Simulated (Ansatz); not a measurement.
TePb:

```
Pb Te
1.0
     4.00229    0.00000    0.00000
     0.00000    4.00229    0.00000
     0.00000    0.00000    4.00229
Pb Te
1 1
Cartesian
  0.0000 0.0000 0.0000
  2.0011 2.0011 2.0011
```

Measurements of this composition are mostly on another form, of space group No. 225.

```yaml
Program: Ansatz 0.2.0
Task: relaxation of cell and atoms
Functional: PBE
Dispersion: D3(BJ)
Potentials_or_basis: Ansatz PAW
Cutoff: "420 eV (not typed: the program's choice for these potentials)"
k_mesh: 7 × 7 × 7
Occupations: fermi-dirac, width 0.05 eV
Spin: no spin polarisation
```

At the start: volume 32.05 Å³/atom.

Problem. Where does the relaxation end?

Solution. It ends after 5 steps and the volume is 30.44 Å³/atom (-5.0 %); space group Pm-3m (No. 221, to 0.05 Å).

Step by step:
```
step  energy change (eV)  largest force (eV/Å)  volume (Å³)
   1              0.0000                0.0000        64.11
   2             -0.0188                0.0000        61.62
   3             -0.0198                0.0000        60.54
   4             -0.0200                0.0000        60.88
   5             -0.0196                0.0000        60.88
```

Final structure:
```
Pb Te
1.0
     3.93391    0.00000    0.00000
     0.00000    3.93391    0.00000
     0.00000    0.00000    3.93391
Pb Te
1 1
Direct
  0.00000 0.00000 0.00000
  0.50000 0.50000 0.50000
```

Caveat: the plane-wave basis is chosen anew once the cell has moved, so the energies of steps on either side of that aren't comparable.
